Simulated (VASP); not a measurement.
# MgO (Periclase) (Fm-3m) in VASP: further runs

One crystal, MgO (Periclase), is run at these levels: PBE+D3(BJ); tasks: relaxation of cell and atoms, relaxation of the atoms.

Program: VASP 6.6.1. These are calculated values, not measurements. Logs are shortened: lines on timing, memory, paths and dates and some standing lists are left out, and cuts for length are marked.

### Step 1. The crystal as given

It takes space group Fm-3m (No. 225, cubic). Conventional cell: a = 4.217 Å, b = 4.217 Å, c = 4.217 Å, α = 90.00°, β = 90.00°, γ = 90.00°. Mg (site symmetry m-3m) has 6 O at 2.11 Å as nearest neighbours. O (site symmetry m-3m) has 6 Mg at 2.11 Å as nearest neighbours.

### Step 2. Relaxation of cell and atoms, PBE+D3(BJ)

The input, INCAR:

```
PREC = Accurate
ENCUT = 600
EDIFF = 1E-6
ISMEAR = 0
SIGMA = 0.03
LREAL = F
LASPH = T
NELM = 80
ALGO = Normal
ISIF = 3
LWAVE = F
LCHARG = F
GGA = PE
IVDW = 12
IBRION = 2
NSW = 90
EDIFFG = -0.01
```

The input, KPOINTS:

```
Automatic mesh
0
Gamma
  12 12 12
```

The input, POSCAR:

```
MgO
1.0
    0.0000000000      2.1085000000      2.1085000000
    2.1085000000      0.0000000000      2.1085000000
    2.1085000000      2.1085000000      0.0000000000
Mg O
1 1
Direct
    0.0000000000      0.0000000000      0.0000000000
    0.5000000000      0.5000000000      0.5000000000
```

Potentials or basis: VASP PAW PBE potentials, release 64 (Mg, O).

The run is started by

```sh
$ cat potpaw_PBE.64/Mg/POTCAR potpaw_PBE.64/O/POTCAR > POTCAR
$ mpirun -np 1 vasp_std > vasp.out
```

OUTCAR:

```text
PREC = Accurate
   ENCUT = 600
   EDIFF = 1E-6
   ISMEAR = 0
   LREAL = F
   LASPH = T
   NELM = 80
   ISIF = 3
   GGA = PE
   IVDW = 12
   IBRION = 2
   NSW = 90
   EDIFFG = -0.01
 IVDW          = 12

 ion  position               nearest neighbor table
   1  0.000  0.000  0.000-   2 2.11   2 2.11   2 2.11   2 2.11   2 2.11   2 2.11
   2  0.500  0.500  0.500-   1 2.11   1 2.11   1 2.11   1 2.11   1 2.11   1 2.11

  LATTYP: Found a face centered cubic cell.
 ALAT       =     4.2170000000

  Lattice vectors:

 A1 = (   0.0000000000,   2.1085000000,   2.1085000000)
 A2 = (   2.1085000000,   0.0000000000,   2.1085000000)
 A3 = (   2.1085000000,   2.1085000000,   0.0000000000)

Analysis of symmetry for initial positions (statically):
=====================================================================
 Subroutine PRICEL returns:
 Original cell was already a primitive cell.

 Routine SETGRP: Setting up the symmetry group for a
 face centered cubic supercell.

 Subroutine GETGRP returns: Found 48 space group operations
 (whereof 48 operations were pure point group operations)
 out of a pool of 48 trial point group operations.

The static configuration has the point symmetry O_h .

Analysis of symmetry for dynamics (positions and initial velocities):
=====================================================================
 Subroutine PRICEL returns:
 Original cell was already a primitive cell.

 Routine SETGRP: Setting up the symmetry group for a
 face centered cubic supercell.

 Subroutine GETGRP returns: Found 48 space group operations
 (whereof 48 operations were pure point group operations)
 out of a pool of 48 trial point group operations.

The dynamic configuration has the point symmetry O_h .

 Subroutine INISYM returns: Found 48 space group operations
 (whereof 48 operations are pure point group operations),
 and found     1 'primitive' translations

----------------------------------------------------------------------------------------

                                     Primitive cell

  volume of cell :      18.7478

  direct lattice vectors                    reciprocal lattice vectors
     0.000000000  2.108500000  2.108500000    -0.237135404  0.237135404  0.237135404
     2.108500000  0.000000000  2.108500000     0.237135404 -0.237135404  0.237135404
     2.108500000  2.108500000  0.000000000     0.237135404  0.237135404 -0.237135404

  length of vectors
     2.981869296  2.981869296  2.981869296     0.410730569  0.410730569  0.410730569

  position of ions in fractional coordinates (direct lattice)
     0.000000000  0.000000000  0.000000000
     0.500000000  0.500000000  0.500000000

  ion indices of the primitive-cell ions
   primitive index   ion index
                 1           1
                 2           2

----------------------------------------------------------------------------------------

 KPOINTS: Automatic mesh

Automatic generation of k-mesh.
 Grid dimensions read from file:
 generate k-points for:   12   12   12

 Generating k-lattice:

  Cartesian coordinates                     Fractional coordinates (reciprocal lattice)
    -0.019761284  0.019761284  0.019761284     0.083333333  0.000000000  0.000000000
     0.019761284 -0.019761284  0.019761284     0.000000000  0.083333333  0.000000000
     0.019761284  0.019761284 -0.019761284     0.000000000  0.000000000  0.083333333

  Length of vectors
     0.034227547  0.034227547  0.034227547

  Shift w.r.t. Gamma in fractional coordinates (k-lattice)
     0.000000000  0.000000000  0.000000000

 Subroutine IBZKPT returns following result:
 ===========================================

 Found     72 irreducible k-points:

 Following reciprocal coordinates:
            Coordinates               Weight
  0.000000  0.000000  0.000000      1.000000
  0.083333  0.000000  0.000000      8.000000
  0.166667  0.000000  0.000000      8.000000
  0.250000  0.000000  0.000000      8.000000
  0.333333  0.000000  0.000000      8.000000
  0.416667  0.000000  0.000000      8.000000
[... 16 lines left out ...]
  0.500000  0.166667  0.000000     24.000000
 -0.416667  0.166667  0.000000     24.000000
 [... further k-points ...]
   k-points           NKPTS =     72   k-points in BZ     NKDIM =     72   number of bands    NBANDS=      8
   number of dos      NEDOS =    301   number of ions     NIONS =      2
   total plane-waves  NPLWV =  13824
   dimension x,y,z NGX =    24 NGY =   24 NGZ =   24
   dimension x,y,z NGXF=    48 NGYF=   48 NGZF=   48
   ions per type =               1   1
   NGX,Y,Z   is equivalent  to a cutoff of  13.38, 13.38, 13.38 a.u.
   NGXF,Y,Z  is equivalent  to a cutoff of  26.76, 26.76, 26.76 a.u.
 SYSTEM =  unknown system
   PREC   = accura    normal or accurate (medium, high low for compatibility)
   ISTART =      0    job   : 0-new  1-cont  2-samecut
   ICHARG =      2    charge: 1-file 2-atom 10-const
   ISPIN  =      1    spin polarized calculation?
   LNONCOLLINEAR =      F non collinear calculations
   LSORBIT =      F    spin-orbit coupling
   LASPH  =      T    aspherical Exc in radial PAW
   ENCUT  =  600.0 eV  44.10 Ry    6.64 a.u.   5.96  5.96  5.96*2*pi/ulx,y,z
   NELM   =     80;   NELMIN=  2; NELMDL= -5     # of ELM steps
   EDIFF  = 0.1E-05   stopping-criterion for ELM
   LREAL  =      F    real-space projection
   EDIFFG = -.1E-01   stopping-criterion for IOM
   NSW    =     90    number of steps for IOM
   IBRION =      2    ionic relax: 0-MD 1-quasi-New 2-CG
   NFREE  =      1    steps in history (QN), initial steepest desc. (CG)
   ISIF   =      3    stress and relaxation
   ISYM   =      2    0-nonsym 1-usesym 2-fastsym
   POTIM  = 0.5000    time-step for ionic-motion
   TEBEG  =    0.0;   TEEND  =   0.0 temperature during run
   PSTRESS=    0.0 pullay stress
   NELECT =       8.0000    total number of electrons
   NUPDOWN=      -1.0000    fix difference up-down
   EMIN   =  10.00;   EMAX   =-10.00  energy-range for DOS
   EFERMI =   0.00;   METHOD = LEGACY
   ISMEAR =     0;   SIGMA  =   0.03  broadening in eV -4-tet -1-fermi 0-gaus
   EFERMI_NEDOS =   21; number of points for ismear=-14 and -15
   IALGO  =     38    algorithm
   IMIX   =      4    mixing-type and parameters
     AMIX     =   0.40;   BMIX     =  1.00
     AMIX_MAG =   1.60;   BMIX_MAG =  1.00
  volume/ion in A,a.u.               =       9.37        63.26
  Fermi-wavevector in a.u.,A,eV,Ry     =   1.232503  2.329092 20.668107  1.519063
  Thomas-Fermi vector in A             =   2.367270
   LORBIT       =      0    0 simple, 1 ext, 2 COOP (PROOUT), +10 PAW based schemes
   GGA     = PE    functional components
   LHFCALC =     F    Hartree Fock is set to
   AEXX    =    0.0000 exact exchange contribution
   IVDW    =    12    specifies the selected vdW correction
   LEPSILON=     F    determine dielectric tensor
   LRPA    =     F    only Hartree local field effects (RPA)
 conjugate gradient relaxation of ions
 non-spin polarized calculation
 Gauss-broadening in eV      SIGMA  =   0.03
  energy-cutoff  :      600.00
  volume of cell :       18.75
 maximum number of plane-waves:       642
   NGX = 11   NGY = 11   NGZ = 11

--------------------------------------- Ionic step        1  -------------------------------------------

 number of electron       8.0000005 magnetization

 Free energy of the ion-electron system (eV)
  ---------------------------------------------------
  ext. energy  EPLUGINS =         0.00000000
  ---------------------------------------------------
  free energy    TOTEN  =       -11.91049839 eV

  energy without entropy =      -11.91049839  energy(sigma->0) =      -11.91049839

------------------------ aborting loop because EDIFF is reached ----------------------------------------

 Edisp (eV)   -0.58410

 E8    (eV) :    -0.2287

  FORCE on cell =-STRESS in cart. coord.  units (eV):
  Direction    XX          YY          ZZ          XY          YZ          ZX
  --------------------------------------------------------------------------------------
  -------------------------------------------------------------------------------------
  Total      -0.23986    -0.23986    -0.23986    -0.00000    -0.00000     0.00000
  in kB     -20.49839   -20.49839   -20.49839    -0.00000    -0.00000     0.00000
  external pressure =      -20.50 kB  Pullay stress =        0.00 kB

 VOLUME and BASIS-vectors are now :
 -----------------------------------------------------------------------------
  energy-cutoff  :      600.00
  volume of cell :       18.75
      direct lattice vectors                 reciprocal lattice vectors
     0.000000000  2.108500000  2.108500000    -0.237135404  0.237135404  0.237135404
     2.108500000  0.000000000  2.108500000     0.237135404 -0.237135404  0.237135404
     2.108500000  2.108500000  0.000000000     0.237135404  0.237135404 -0.237135404
[... 41 lines left out ...]
 POSITION                                       TOTAL-FORCE (eV/Angst)
 -----------------------------------------------------------------------------------
      0.00000      2.09630      2.09630         0.000000     -0.000000      0.000000
      2.09630      2.09630      2.09630        -0.000000      0.000000     -0.000000
 -----------------------------------------------------------------------------------
    total drift:                               -0.000000     -0.000000      0.000000

  FREE ENERGIE OF THE ION-ELECTRON SYSTEM (eV)
  ---------------------------------------------------
  free  energy   TOTEN  =       -12.4959131730 eV

  energy  without entropy=      -12.4959131730  energy(sigma->0) =      -12.49591317

--------------------------------------- Ionic step        3  -------------------------------------------

 number of electron       8.0000004 magnetization

 Free energy of the ion-electron system (eV)
  ---------------------------------------------------
  ext. energy  EPLUGINS =         0.00000000
  ---------------------------------------------------
  free energy    TOTEN  =       -11.90430044 eV

  energy without entropy =      -11.90430044  energy(sigma->0) =      -11.90430044

 E-fermi :   3.3719     XC(G=0): -11.1220

 val. band max:        3.2543392356   @ k =   0.0000   0.0000   0.0000
 cond. band min:       8.0725887099   @ k =   0.0000   0.0000   0.0000
 fundamental gap:      4.8182494743
 Fermi energy:         3.3718694086

 k-point     1 :       0.0000    0.0000    0.0000
  band No.  band energies     occupation
      1     -14.0556      2.00000
      2       3.2543      2.00000
      3       3.2543      2.00000
      4       3.2543      2.00000
      5       8.0726      0.00000
      6      19.1092      0.00000
      7      19.1092      0.00000
      8      19.1092      0.00000

 k-point     2 :       0.0833    0.0000    0.0000
  band No.  band energies     occupation
      1     -13.9806      2.00000
      2       2.7824      2.00000
      3       3.2060      2.00000
      4       3.2060      2.00000
      5       8.5274      0.00000
      6      18.1479      0.00000
      7      19.2820      0.00000
      8      19.2820      0.00000
[... 221 lines left out ...]
 k-point    23 :       0.5000    0.1667    0.0000
  band No.  band energies     occupation
      1     -12.6912      2.00000
      2      -0.9495      2.00000
      3       1.7987      2.00000
      4       2.4030      2.00000
      5      12.3125      0.00000
      6      15.5455      0.00000
      7      17.5999      0.00000
      8      20.3477      0.00000

 k-point    24 :      -0.4167    0.1667    0.0000
  band No.  band energies     occupation
      1     -12.6616      2.00000
      2      -0.9957      2.00000
      3       1.6595      2.00000
      4       2.4618      2.00000
      5      12.3713      0.00000
      6      15.7069      0.00000
      7      17.5472      0.00000
      8      20.3062      0.00000

 [... further k-points ...]

------------------------ aborting loop because EDIFF is reached ----------------------------------------

 Edisp (eV)   -0.59181

 E8    (eV) :    -0.2318

  FORCE on cell =-STRESS in cart. coord.  units (eV):
  Direction    XX          YY          ZZ          XY          YZ          ZX
  --------------------------------------------------------------------------------------
  -------------------------------------------------------------------------------------
  Total      -0.00037    -0.00037    -0.00037    -0.00000    -0.00000     0.00000
  in kB      -0.03195    -0.03195    -0.03195    -0.00000    -0.00000     0.00000
  external pressure =       -0.03 kB  Pullay stress =        0.00 kB

 VOLUME and BASIS-vectors are now :
 -----------------------------------------------------------------------------
  energy-cutoff  :      600.00
  volume of cell :       18.51
      direct lattice vectors                 reciprocal lattice vectors
     0.000000000  2.099564309  2.099564309    -0.238144646  0.238144646  0.238144646
     2.099564309 -0.000000000  2.099564309     0.238144646 -0.238144646  0.238144646
     2.099564309  2.099564309  0.000000000     0.238144646  0.238144646 -0.238144646

 POSITION                                       TOTAL-FORCE (eV/Angst)
 -----------------------------------------------------------------------------------
      0.00000      0.00000      0.00000        -0.000000     -0.000000     -0.000000
      2.09956      2.09956      2.09956         0.000000      0.000000      0.000000
 -----------------------------------------------------------------------------------
    total drift:                               -0.000000     -0.000000      0.000000

  FREE ENERGIE OF THE ION-ELECTRON SYSTEM (eV)
  ---------------------------------------------------
  free  energy   TOTEN  =       -12.4961139544 eV

  energy  without entropy=      -12.4961139544  energy(sigma->0) =      -12.49611395

 reached required accuracy - stopping structural energy minimisation
```

Run time: 12 s. Hardware: 1 thread of AMD EPYC 9R45 (Zen 5), shared host; peak memory 0.13 GiB.

What came out:

```yaml
Free_energy: -12.4961 eV
Relaxed_volume: 9.26 Å³/atom
Relaxed_cell: a = 2.969 Å, b = 2.969 Å, c = 2.969 Å, α = 60.00°, β = 60.00°, γ = 60.00°
Space_group_after_relaxing_to_0.05_Å: Fm-3m (No. 225)
Energy_gained_by_relaxing: 0.8 meV/atom
Ionic_steps: 3
Pressure_after_relaxing: 0.0 GPa
Band_gap_on_the_k_mesh: 4.82 eV, direct
Dispersion_energy_per_atom: -0.296 eV
```

The path:
| step | energy change (eV) | largest force (eV/Å) | pressure (GPa) | volume (Å³) |
| --- | --- | --- | --- | --- |
| 1 | 0.0000 | 0.0000 | -2.05 | 18.75 |
| 2 | -0.0013 | 0.0000 | 0.76 | 18.42 |
| 3 | -0.0015 | 0.0000 | 0.00 | 18.51 |

Final structure:
```xyz
2
Lattice="0.0000 2.0996 2.0996 2.0996 0.0000 2.0996 2.0996 2.0996 0.0000" Properties=species:S:1:pos:R:3 pbc="T T T"
Mg    0.0000    0.0000    0.0000
O     2.0996    2.0996    2.0996
```

Levels at points of the mesh, in eV from the valence-band top:
```
           k point  band 1  band 2  band 3  band 4  band 5  band 6  band 7  band 8
(0.00, 0.00, 0.00)  -17.31    0.00    0.00    0.00    4.82   15.85   15.85   15.85
(0.50, 0.00, 0.00)  -16.00   -4.66   -0.66   -0.66    7.96   12.71   16.41   16.41
(0.50, 0.50, 0.00)  -15.74   -4.12   -1.36   -1.36    9.13   10.07   13.20   19.11
```

### Step 3. Relaxation of cell and atoms, PBE+D3(BJ)

This run uses another cell than the first one, of 9.26 Å³/atom, 0.987 times its volume.

INCAR, as its differences from that of step 2:

```diff
@@ -2,3 +2,3 @@
 ENCUT = 600
-EDIFF = 1E-6
+EDIFF = 1E-7
 ISMEAR = 0
@@ -16,2 +16,2 @@
 NSW = 90
-EDIFFG = -0.01
+EDIFFG = -0.005
```

KPOINTS is that of step 2.

The input, POSCAR:

```
MgO                                     
1.0
    0.0000000000      2.0995643091      2.0995643091
    2.0995643091     -0.0000000000      2.0995643091
    2.0995643091      2.0995643091      0.0000000000
  Mg              O             
     1     1
Direct
     0.0000000000000000    0.0000000000000000    0.0000000000000000
     0.5000000000000000    0.5000000000000000    0.5000000000000000
```

Potentials or basis: VASP PAW PBE potentials, release 64 (Mg, O).

The run is started by

```sh
$ cat potpaw_PBE.64/Mg/POTCAR potpaw_PBE.64/O/POTCAR > POTCAR
$ mpirun -np 1 vasp_std > vasp.out
```

It took 7 s on 1 thread of AMD EPYC 9R45 (Zen 5), shared host; peak memory 0.13 GiB.

It converged, with:

* Free energy: -12.4955 eV
* Pressure after relaxing: 0.0 GPa
* Band gap on the k mesh: 4.82 eV, direct
* Dispersion energy per atom: -0.296 eV

Final structure:
```
Mg O
1.0
     0.00000    2.09956    2.09956
     2.09956    0.00000    2.09956
     2.09956    2.09956    0.00000
Mg O
1 1
Direct
  0.00000 0.00000 0.00000
  0.50000 0.50000 0.50000
```

Levels at points of the mesh, in eV from the valence-band top:
| k point | band 1 | band 2 | band 3 | band 4 | band 5 | band 6 | band 7 | band 8 |
| --- | --- | --- | --- | --- | --- | --- | --- | --- |
| (0.00, 0.00, 0.00) | -17.31 | 0.00 | 0.00 | 0.00 | 4.82 | 15.85 | 15.85 | 15.85 |
| (0.50, 0.00, 0.00) | -16.00 | -4.66 | -0.66 | -0.66 | 7.96 | 12.71 | 16.41 | 16.41 |
| (0.50, 0.50, 0.00) | -15.74 | -4.12 | -1.36 | -1.36 | 9.13 | 10.07 | 13.20 | 19.11 |

Caveat: the relaxation stopped at its first step, so nothing moved. A k mesh can miss the band edges.

### Step 4. Relaxation of the atoms, PBE+D3(BJ) (a relaxed cell with its volume scaled by 0.94)

INCAR, as its differences from that of step 3:

```diff
@@ -9,3 +9,3 @@
 ALGO = Normal
-ISIF = 3
+ISIF = 2
 LWAVE = F
@@ -15,3 +15,3 @@
 IBRION = 2
-NSW = 90
-EDIFFG = -0.005
+NSW = 40
+EDIFFG = -0.01
```

KPOINTS is that of step 3.

The input, POSCAR:

```
MgO                                     
1.0
    0.0000000000      2.0567040315      2.0567040315
    2.0567040315      0.0000000000      2.0567040315
    2.0567040315      2.0567040315      0.0000000000
  Mg              O             
     1     1
Direct
     0.0000000000000000    0.0000000000000000    0.0000000000000000
     0.5000000000000000    0.5000000000000000    0.5000000000000000
```

The run is started by

```sh
$ cat potpaw_PBE.64/Mg/POTCAR potpaw_PBE.64/O/POTCAR > POTCAR
$ mpirun -np 1 vasp_std > vasp.out
```

Run time: 6.6 s. Hardware: 1 thread of AMD EPYC 9R45 (Zen 5), shared host; peak memory 0.12 GiB.

Results (log left out):

```
Free energy                : -12.4547 eV
Pressure after relaxing    : 11.5 GPa
Band gap on the k mesh     : 5.45 eV, direct
Dispersion energy per atom : -0.315 eV
```

Final structure:
```
Mg O
1.0
     0.00000    2.05670    2.05670
     2.05670    0.00000    2.05670
     2.05670    2.05670    0.00000
Mg O
1 1
Direct
  0.00000 0.00000 0.00000
  0.50000 0.50000 0.50000
```

Levels at points of the mesh, in eV from the valence-band top:
```csv
k point,band 1,band 2,band 3,band 4,band 5,band 6,band 7,band 8
"(0.00, 0.00, 0.00)",-17.64,0.00,0.00,0.00,5.45,16.20,16.20,16.20
"(0.50, 0.00, 0.00)",-16.17,-4.94,-0.74,-0.74,8.36,13.43,17.06,17.06
"(0.50, 0.50, 0.00)",-15.89,-4.38,-1.45,-1.45,9.20,10.77,13.88,20.09
```

Caveat: the relaxation stopped at its first step, so nothing moved.
